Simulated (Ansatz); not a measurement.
Here is an Ansatz 0.2.0 calculation.

The input input.yaml:

```yaml
crystal:
  lattice:
    - [3.9998, 0.0, 0.0]
    - [0.0, 3.9998, 0.0]
    - [0.0, 0.0, 4.018]
  atoms:
    - { symbol: Ba, position: [0.9955672, 0.99064074, 0.00350343] }
    - { symbol: Ti, position: [0.50253669, 0.49192337, 0.46876577] }
    - { symbol: O, position: [0.47921894, 0.51432389, 0.00640652] }
    - { symbol: O, position: [0.50273092, 0.003299, 0.50938249] }
    - { symbol: O, position: [0.01994626, 0.499813, 0.5399418] }
hamiltonian:
  xc: pbesol
  pseudopotentials: { kind: paw }
kpoints:
  mp_grid: { grid: [7, 7, 7] }
scf:
  occupations: { method: fermi_dirac, width: 0.05 }
output:
  forces: true
  stress: true
  eigenvalues: true
relax:
  f_tol: 0.01
  max_steps: 40
  cell: { stress_tol: 0.05 }
```

Potentials or basis: Ansatz PAW.

Command:

```sh
$ ansatz run input.yaml --threads 2 --pin off --max-ram 5632MiB --backend cpu --events-out ev --progress --plain --runs-dir out
```

Task: What does it give for the band gap on the k mesh?

Result: 2.38 eV, indirect (least direct gap 2.63 eV).

Task: Predict the space group after relaxing (to 0.05 Å).

Result: R3m (No. 160).

Final structure:
```cif
data_structure
_symmetry_space_group_name_H-M 'P 1'
_symmetry_Int_Tables_number 1
_cell_length_a 3.9888
_cell_length_b 3.9890
_cell_length_c 3.9887
_cell_angle_alpha 89.866
_cell_angle_beta 89.867
_cell_angle_gamma 89.866
_cell_volume 63.47
loop_
_atom_site_label
_atom_site_type_symbol
_atom_site_fract_x
_atom_site_fract_y
_atom_site_fract_z
_atom_site_occupancy
Ba1 Ba 0.99382 0.99380 0.99942 1
Ti1 Ti 0.48278 0.48274 0.48839 1
O1 O 0.50571 0.50572 0.01758 1
O2 O 0.50570 0.01202 0.51130 1
O3 O 0.01199 0.50572 0.51130 1
```

Caveat: odd divisions of the mesh miss points on the zone boundary, where band edges often lie, so the gap on the mesh can be too wide; the plane-wave basis is chosen anew once the cell has moved, so the energies of steps on either side of that aren't comparable; spin-orbit coupling is left out, which moves the levels of the heavy elements. A k mesh can miss the band edges.
